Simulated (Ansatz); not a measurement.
Runs of Ansatz 0.2.0 on Fe3Ge. Symmetry: Fm-3m, No. 225, cubic system. Conventional cell: a = 5.751 Å, b = 5.751 Å, c = 5.751 Å, α = 90.00°, β = 90.00°, γ = 90.00°. Ge (site symmetry m-3m) is surrounded by 8 Fe at 2.49 Å. Fe (site symmetry -43m) has 4 Ge at 2.49 Å and 4 Fe at 2.49 Å as nearest neighbours. Fe (site symmetry m-3m) is surrounded by 8 Fe at 2.49 Å. The cell comes from a database or a generator and needn't be the stable form of this composition.

```tsv
task	level	cell	target pressure (GPa)	atoms under strain	gap on the mesh (eV)	pressure (GPa)	moment (μB)	relaxed volume (Å³/atom)
relaxation of cell and atoms	PBEsol	relaxed	-	-	none	0.0	5.04	11.15
relaxation of cell and atoms	PBEsol+D3(BJ)	relaxed	-	-	none	0.0	4.97	10.89
relaxation of cell and atoms	PBEsol	relaxed to 2 GPa	2	-	none	2.0	(a)	-
relaxation of cell and atoms	PBEsol+D3(BJ)-ATM	relaxed	-	-	none	0.0	(c)	10.95
relaxation of cell and atoms	PBEsol	relaxed to 20 GPa	20	-	none	20.0	(b)	-
phonons	PBEsol	as given	-	-	none	-	5.65	-
relaxation of cell and atoms	PBEsol	relaxed to 30 GPa	30	-	none	30.0	(d)	-
elastic constants	PBEsol	as given	-	clamped	none	-11.0	5.65	-
relaxation of cell and atoms	PBEsol	relaxed	0	-	none	0.0	5.04	11.15
relaxation of cell and atoms	PBEsol	relaxed to 5 GPa	5	-	none	5.0	4.98	-
relaxation of cell and atoms	PBEsol+D4	relaxed	-	-	none	0.0	5.00	11.00
relaxation of cell and atoms	PBEsol	relaxed to 10 GPa	10	-	none	10.0	4.91	-
```

Alike in all rows: potentials or basis Ansatz PAW; spin collinear, ferromagnetic start; k mesh 8 × 8 × 8; cutoff (eV) 420; smearing fermi-dirac 0.05 eV.

**Question.** Fill in the values left out.

**Answer.** (a) 5.02; (b) 4.72; (c) 4.99; (d) 4.42.

Caveats: the PAW data sets come from PBE, with cores solved anew for the run's functional, which leaves a small shift of forces and pressure; the plane-wave basis is chosen anew once the cell has moved, so the energies of steps on either side of that aren't comparable (some runs); pairwise dispersion overbinds metals, which lowers pressure and volume (some runs); the volume moved by over 15 % at a fixed basis, so the end points are rough (some runs); the cell is more than 3 GPa from zero pressure, which shifts response properties (some runs); the elastic tensor has a negative eigenvalue, so either the cell is unstable as it stands or the mesh is too thin (some runs).

A k mesh can miss the band edges, and the runs leave out spin-orbit coupling on Ge.

A gap of «none» marks a metal or a gap under the smearing width.
